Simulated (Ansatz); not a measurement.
FeGe:

```
Ge Fe
1.0
     4.99760    0.00000    0.00000
    -2.49880    4.32805    0.00000
     0.00000    0.00000    4.11576
Ge Fe
3 3
Direct
  0.66667 0.33333 0.50000
  0.33333 0.66667 0.50000
  0.00000 0.00000 0.00000
  0.00000 0.50000 0.00000
  0.50000 0.50000 0.00000
  0.50000 0.00000 0.00000
```

The cell is a database's computed one.

* Program: Ansatz 0.2.0
* Task: relaxation of cell and atoms
* Functional: PBEsol
* Potentials or basis: Ansatz PAW
* Cutoff: 420 eV (not typed: the program's choice for these potentials)
* k mesh: 6 × 6 × 7
* Occupations: fermi-dirac, width 0.05 eV
* Spin: collinear spin, ferromagnetic start
* Starting moments: [0.0, 0.0, 0.0, 3.0, 3.0, 3.0] μB

At the start: volume 14.84 Å³/atom.

Problem. How do energy, volume and symmetry change on relaxing?

Solution. It ends after 5 steps and the volume is 13.79 Å³/atom (-7.0 %); space group P6/mmm (No. 191, to 0.05 Å); moment 3.91 μB per cell.

The path:
```
step  energy change (eV)  largest force (eV/Å)  volume (Å³)
   1              0.0000                0.0000        89.02
   2             -0.2011                0.0000        84.30
   3             -0.2170                0.0000        82.53
   4             -0.2173                0.0000        82.76
   5             -0.2151                0.0000        82.76
```

Final structure:
```
Ge Fe
1.0
     4.89697    0.00000    0.00000
    -2.44848    4.24090    0.00000
     0.00000    0.00000    3.98510
Ge Fe
3 3
Direct
  0.66667 0.33333 0.50000
  0.33333 0.66667 0.50000
  0.00000 0.00000 0.00000
  0.00000 0.50000 0.00000
  0.50000 0.50000 0.00000
  0.50000 0.00000 0.00000
```

Caveat: the plane-wave basis is chosen anew once the cell has moved, so the energies of steps on either side of that aren't comparable; the PAW data sets come from PBE, with cores solved anew for the run's functional, which leaves a small shift of forces and pressure.
